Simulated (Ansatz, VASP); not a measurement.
Two plane-wave programs on NiO

Contents of INCAR:

```
SYSTEM = NiO
PREC     = Accurate       ! precision mode
ENCUT    = 520            ! plane-wave cutoff, eV
EDIFF    = 1E-7           ! SCF threshold, eV
ISMEAR   = -1             ! smearing method
SIGMA    = 0.05           ! smearing width, eV
LREAL    = .False.        ! projectors in reciprocal space
LASPH    = .True.         ! aspherical terms in the spheres
NELM     = 150            ! most SCF steps
ALGO     = Normal         ! electronic algorithm
ISIF     = 2              ! what is computed and relaxed
LWAVE    = .False.        ! write WAVECAR
LCHARG   = .True.         ! write CHGCAR
ISPIN    = 2              ! spin polarisation
MAGMOM   = 1 0            ! initial moments
LORBIT   = 11             ! projections on sites
LMAXMIX  = 4              ! l up to which the mixer works
GGA      = PE             ! functional
LELF     = .True.         ! ELF
LVHAR    = .True.       
NBANDS   = 19             ! bands
```

KPOINTS

```
Automatic mesh
0
Gamma
  11 11 11
  0 0 0
```

POSCAR

```
NiO
1.0
    0.0000000000      2.0859016414      2.0859016414
    2.0859016414      0.0000000000      2.0859016414
    2.0859016414      2.0859016414      0.0000000000
Ni O
1 1
Direct
   -0.0003700000     -0.0167360000      0.0195200000
    0.5030520000      0.4931530000      0.4960460000
```

The input input.yaml:

```yaml
crystal:
  lattice:
    - [0.0, 2.0859016414, 2.0859016414]
    - [2.0859016414, 0.0, 2.0859016414]
    - [2.0859016414, 2.0859016414, 0.0]
  atoms:
    - { symbol: Ni, position: [-0.00037, -0.016736, 0.01952], spin: 1.0 }
    - { symbol: O, position: [0.503052, 0.493153, 0.496046] }
hamiltonian:
  xc: pbe
  pseudopotentials: { kind: paw }
magnetization:
  spin_polarized: true
kpoints:
  mp_grid: { grid: [11, 11, 11] }
scf:
  occupations: { method: fermi_dirac, width: 0.05 }
output:
  forces: true
  stress: true
  eigenvalues: true
```

Change from the starting cell: atoms moved at random, drawn with an rms of 0.05 Å.

Alike in both runs: task single point; functional PBE; k mesh 11 × 11 × 11; occupations fermi-dirac, width 0.05 eV; collinear spin, ferromagnetic start.

|  | VASP | Ansatz |
| --- | --- | --- |
| version | VASP 6.6.1 | Ansatz 0.2.0 |
| potentials or method | VASP PAW PBE potentials, release 64 (Ni, O) | Ansatz PAW |
| plane-wave cutoff (eV) | 520 | 420 |
| valence electrons in the cell | 16 | 24 |

|  | VASP | Ansatz | Ansatz less VASP |
| --- | --- | --- | --- |
| gap on the k mesh at the Fermi level (eV) | none | none | - |
| pressure (GPa) | 5.8 | 6.3 | +0.55 |
| largest component of the traceless stress (GPa) | 0.27 | 0.27 | -0.005 |
| rms of the force components (eV/Å) | 0.102 | 0.087 | -0.0149 |
| net moment per atom (μB) | 0.86 | 0.88 | +0.025 |
| size of the moment on the site where the two differ most (μB) | 0.26 | 0.28 | +0.023 |

Site moments also hang on the region over which each program counts them. Atom by atom the forces differ by 0.015 eV/Å (rms over components). A gap of «none» marks a metal or a gap that the smearing closes. The two sets of potentials don't hold the same shells in valence.

Caveats: a cell with one magnetic atom can't hold antiferromagnetic order, which such compounds often take; semilocal functionals often make such compounds metallic where correlation or magnetic order opens a gap, which also shifts bond lengths; the pressure holds a Pulay correction of +0.7 GPa for the finite cutoff (Ansatz).
